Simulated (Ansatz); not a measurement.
Cu Kα1 powder pattern (kinematic, no thermal factors).
```csv
2θ (°),relative intensity
12.90,27
25.96,5
27.99,19
33.64,100
38.86,10
39.39,5
41.11,7
42.98,6
47.34,5
54.54,3
56.13,17
56.53,33
57.86,2
62.85,2
63.88,3
67.06,23
67.77,11
67.98,1
70.72,4
73.21,2
82.10,2
83.42,5
84.75,2
```

The pattern is computed from a structure relaxed with DFT PBE, scalar-relativistic, plane waves, PAW (Ansatz 0.2.0). No spin polarisation. Its elements are Mg, O, Zn.

Q: Give the structure.

A: Mg2ZnO3.
Space group I-4m2 (No. 119). a = 3.274 Å, b = 3.274 Å, c = 13.715 Å, α = 90.00°, β = 90.00°, γ = 90.00°
```json
{"atom": "Mg", "site": "4e", "symmetry": "2mm.", "x": "0.5000", "y": "0.5000", "z": "0.1663"}
{"atom": "Zn", "site": "2a", "symmetry": "-4m2", "x": "0.0000", "y": "0.0000", "z": "0.0000"}
{"atom": "O", "site": "4f", "symmetry": "2mm.", "x": "0.0000", "y": "0.5000", "z": "0.0845"}
{"atom": "O", "site": "2d", "symmetry": "-4m2", "x": "0.5000", "y": "0.0000", "z": "0.2500"}
```

A pattern alone doesn't exclude other cells with like lines; this is the one computed.

Another cell of Mg2ZnO3 relaxed alike, in Immm, lies 16 meV/atom lower, so this cell isn't the stable form at this level.

The structure comes from a generated guess; another structure or a mixture of phases may lie lower.
